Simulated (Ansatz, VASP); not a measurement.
SnSe2: VASP beside Ansatz

```
Sn Se
1.0
     3.86115    0.00000    0.00000
    -1.93058    3.34385    0.00000
     0.00000    0.00000    6.21675
Sn Se
1 2
Direct
  0.00000 0.00000 0.00000
  0.66667 0.33333 0.75100
  0.33333 0.66667 0.24900
```

Change from the starting cell: volume scaled by 1.04.

Alike in both runs: task single point; functional PBE; k mesh 8 × 8 × 5; occupations fermi-dirac, width 0.05 eV; no spin polarisation.

|  | VASP | Ansatz |
| --- | --- | --- |
| version | VASP 6.6.1 | Ansatz 0.2.0 |
| potentials or method | VASP PAW PBE potentials, release 64 (Sn_d, Se) | Ansatz PAW |
| plane-wave cutoff (eV) | 520 | 420 |
| valence electrons in the cell | 26 | 46 |

VASP gave:

| Property | Result |
| --- | --- |
| gap on the k mesh at the Fermi level (eV) | 0.75 |
| least direct gap on the mesh (eV) | 0.93 |
| pressure (GPa) | 2.6 |
| largest component of the traceless stress (GPa) | 1.05 |
| rms of the force components (eV/Å) | 0.202 |

Task: Which values does Ansatz return?

Result: gap on the k mesh at the Fermi level (eV): 0.76; least direct gap on the mesh (eV): 0.94; pressure (GPa): 2.6; largest component of the traceless stress (GPa): 1.05; rms of the force components (eV/Å): 0.195.

Atom by atom the forces differ by 0.007 eV/Å (rms over components). The functional is the same, so the differences come from potentials, cutoffs and numerics. The two sets of potentials don't hold the same shells in valence.

Caveats: spin-orbit coupling is left out, which moves the levels of the heavy elements; this functional lacks dispersion, which binds the layers, so the pressure and a relaxed spacing across them are unreliable; an odd mesh through Γ misses points on the zone boundary, where band edges often lie (VASP); odd divisions of the mesh miss points on the zone boundary, where band edges often lie, so the gap on the mesh can be too wide (Ansatz).
